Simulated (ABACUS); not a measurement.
Runs of ABACUS 3.10.1 on MoS2. Symmetry: R3m, No. 160, trigonal system. The conventional cell has a = 3.160 Å, b = 3.160 Å, c = 18.450 Å, α = 90.00°, β = 90.00°, γ = 120.00°. Mo (site symmetry 3m) is surrounded by 6 S at 2.39 Å. Around S (site symmetry 3m) lie 3 Mo at 2.39 Å. Around S (site symmetry 3m) lie 3 Mo at 2.39 Å. Measurements of this composition are mostly on another form, of space group No. 194.

```csv
task,potentials or basis,cutoff (eV),SCF threshold on the density,eigensolver,gap on the mesh (eV),pressure (GPa),V0 of scaled cells (Å³/atom),B0 (GPa),largest force (eV/Å)
single point,"PseudoDojo NC SR 0.4.1 PBE standard, DZP LCAO (the cutoffs set its grid)",1361,1e-07,genelpa,0.95,(a),-,-,0.80
equation of state,"PseudoDojo NC SR 0.4.1 PBE standard, TZDP LCAO (the cutoffs set its grid)",1361,1e-07,genelpa,-,-,(b),140,-
equation of state,"PseudoDojo NC SR 0.4.1 PBE standard, plane waves",1102,1e-08,dav,-,-,(c),141,-
equation of state,"PseudoDojo NC SR 0.4.1 PBE standard, DZP LCAO (the cutoffs set its grid)",1361,1e-07,genelpa,-,-,18.57,138,-
single point,"PseudoDojo NC SR 0.4.1 PBE standard, plane waves",1102,1e-08,dav,0.96,5.4,-,-,0.53
```

Alike in all rows: level PBE; no spin polarisation; cell as given; k mesh 10 × 10 × 10; smearing fermi-dirac 0.05 eV.

Estimate the missing entries.

(a) 7.1; (b) 18.42; (c) 18.37.

Caveats: the atomic orbitals were generated for these runs and aren't a published set (some runs); the basis of atomic orbitals isn't converged, which shifts pressures, moduli and gaps (some runs); the cell was scaled at fixed shape and fractional positions, which overstates the stiffness of a crystal with free parameters, most of all of layers and chains (some runs).

A k mesh can miss the band edges, and the runs leave out spin-orbit coupling on Mo.

Not every run made on this cell is shown here.
